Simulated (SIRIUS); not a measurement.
A run of SIRIUS 7.12.0 is set up as follows.

File sirius.json:

```json
{
  "control": {
    "processing_unit": "cpu",
    "verbosity": 1,
    "num_bands_to_print": 13,
    "print_forces": false,
    "print_stress": true
  },
  "parameters": {
    "electronic_structure_method": "pseudopotential",
    "xc_functionals": ["XC_GGA_X_PBE", "XC_GGA_C_PBE"],
    "gk_cutoff": 9.1,
    "pw_cutoff": 18.2,
    "ngridk": [9, 9, 9],
    "shiftk": [0, 0, 0],
    "smearing": "fermi_dirac",
    "smearing_width": 0.0018374661,
    "num_bands": 13,
    "num_mag_dims": 0,
    "num_dft_iter": 100,
    "energy_tol": 1e-08,
    "density_tol": 1e-06
  },
  "iterative_solver": {
    "type": "davidson",
    "min_tolerance": 1e-10
  },
  "mixer": {
    "type": "anderson",
    "beta": 0.7,
    "max_history": 8
  },
  "settings": {
    "tol_ne": 1e-10,
    "pseudo_grid_cutoff": 6.5
  },
  "unit_cell": {
    "lattice_vectors": [
      [-3.144409785071, 3.144409785071, 3.144409785071],
      [3.144409785071, -3.144409785071, 3.144409785071],
      [3.144409785071, 3.144409785071, -3.144409785071]
    ],
    "atom_coordinate_units": "lattice",
    "atom_types": ["Nb"],
    "atom_files": {
      "Nb": "Nb.json"
    },
    "atoms": {
      "Nb": [
        [0.0, 0.0, 0.0]
      ]
    }
  }
}
```

Potentials or basis: PseudoDojo 0.5 PBE standard (scalar relativistic).

Command:

```sh
$ upf_to_json Nb.upf
$ OMP_NUM_THREADS=1 sirius.scf --input=sirius.json --output=out.json --task=3 --volume_scale0=0.94 --volume_scale1=1.06 --num_eos_points=7
```

Predict the equilibrium volume.

18.12 Å³/atom.

Estimate the bulk modulus.

171 GPa.

Estimate the pressure derivative of the bulk modulus.

3.6.

Energy against volume, from the lowest point:
```csv
volume (Å³/atom),energy (meV/atom)
17.322,19.99
17.691,5.53
18.060,0.00
18.428,2.58
18.797,12.54
19.165,29.23
19.534,52.07
```

**The experiment to reproduce.**

“Pressure effects on the electronic structure and superconductivity of (TaNb)0.67(HfZrTi)0.33 high entropy alloy”, 2019, arxiv:1910.08312 quotes, for a bulk crystal of Nb: bulk modulus 169 GPa.

Against the measured bulk modulus of Nb, 169 GPa (quoted in “Pressure effects on the electronic structure and superconductivity of (TaNb)0.67(HfZrTi)0.33 high entropy alloy”, 2019, arxiv:1910.08312), the calculated 171 GPa is off by +0.9 %. The fit is for a static lattice scaled at fixed shape and fixed fractional positions.
